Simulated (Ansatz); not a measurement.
CaO built on the wurtzite prototype (it has left that coordination), relaxed with r2SCAN, was run in Ansatz under altered settings. All numbers are computed, without spin polarisation but where a row says otherwise.

```yaml
crystal:
  lattice:
    - [3.98084, 0.00000, 0.00000]
    - [-1.99042, 3.44751, 0.00000]
    - [0.00000, 0.00000, 4.77044]
  atoms:
    - { symbol: Ca, position: [0.33333, 0.66667, 0.93750] }
    - { symbol: Ca, position: [0.66667, 0.33333, 0.43750] }
    - { symbol: O, position: [0.33333, 0.66667, 0.43750] }
    - { symbol: O, position: [0.66667, 0.33333, 0.93750] }
```

The base run's other keys:
```yaml
kpoints:
  mp_grid: { grid: [6, 6, 2] }
hamiltonian:
  xc: hse06
scf:
  occupations: { method: fixed }
  n_extra_bands: 5
```

It takes 12 iterations with 1311 plane waves at 420 eV and 14 k points, and leaves a mean stress of +0.43 GPa. The gap over this mesh is 4.582 eV. It ran on 4 threads of Arm Neoverse N1, with other jobs on the host.

Outcomes, with energy and stress as changes against the base:

| setting | outcome | ΔF (meV/atom) | Δ mean stress (GPa) | gap on the mesh (eV) | iterations | wall time |
| --- | --- | --- | --- | --- | --- | --- |
| PBE hybrid, exx coeff 0.05, unscreened | converged | – | +1.3 | 3.599 | 9 | 13 s |
| scf.exx.singularity: regularized | converged | -1.8 | 0.0 | 4.586 | 12 | 14 s |
| PBE hybrid, exx coeff -0.2, omega 0.1 1/Å | refused | – | – | – | – | 0.04 s |
| basis.ecutrho_ratio: 8 | converged | 0.0 | 0.0 | 4.582 | 12 | 15 s |

A dash marks a value that wasn't obtained or can't be compared. Stress is positive in compression. The base took 15 s. The base's mesh is coarse for a hybrid, so its own values aren't converged.

- PBE hybrid, exx coeff 0.05, unscreened. That is 5 % exact exchange, at all ranges, against HSE06's 25 % screened at 0.208 1/Å. The mean stress moves by +1.3 GPa and the gap on the mesh by -0.983 eV (to 3.599). Totals of different functionals aren't comparable.
- scf.exx.singularity: regularized. The free energy moves by -1.8 meV an atom, the mean stress by 0.0 GPa and the gap on the mesh by +0.004 eV (to 4.586). The result is sensitive to this setting.
- PBE hybrid, exx coeff -0.2, omega 0.1 1/Å. It is rejected at once. Error: invalid value for `hamiltonian.xc.exx.coeff`: must be finite and in (0, 1]; got -0.2

Within 1 meV an atom, 0.1 GPa and 0.005 eV of the base stay: basis.ecutrho_ratio: 8.

The program warns that its thresholds are loose for a hybrid's stress.

The meshes of the hybrids are coarse, so their gaps aren't converged to the digits shown.
